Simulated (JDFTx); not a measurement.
A run of JDFTx 1.7.0 (patched build):

File Sb.in:

```
lattice \
    5.9715345538     0.0000000000     0.0000000000 \
    0.0000000000     5.9715345538     0.0000000000 \
    0.0000000000     0.0000000000     5.9715345538
coords-type Lattice
ion Sb     0.0000000000     0.0000000000     0.0000000000 1

ion-species pseudo/Sb.upf
elec-cutoff 40
elec-ex-corr gga-PBEsol
kpoint-folding 8 8 8
elec-smearing Fermi 0.0018374661
elec-n-bands 13
electronic-SCF nIterations 100 energyDiffThreshold 1e-09
electronic-minimize nIterations 30 energyDiffThreshold 1e-7
converge-empty-states yes
forces-output-coords Cartesian

dump-name run.$VAR
dump End Ecomponents EigStats BandEigs Kpoints Forces Stress
```

Potentials or basis: PseudoDojo-SR-PBEsol-0.4.1-standard with smoothed tails.

The run is started by

```console
$ jdftx -c 1 -i Sb.in -o Sb.out
```

Hardware: 1 thread of AMD EPYC 9R45 96-Core Processor (Zen 5), with other jobs on the host.

**Question.** Estimate the wall time of this run.

**Answer.** Wall time 15 s on 1 thread of AMD EPYC 9R45 96-Core Processor (Zen 5) (shared host), peak memory 0.08 GiB. Counts: scf iterations 11, bands 13, k points 35, plane waves 2571.
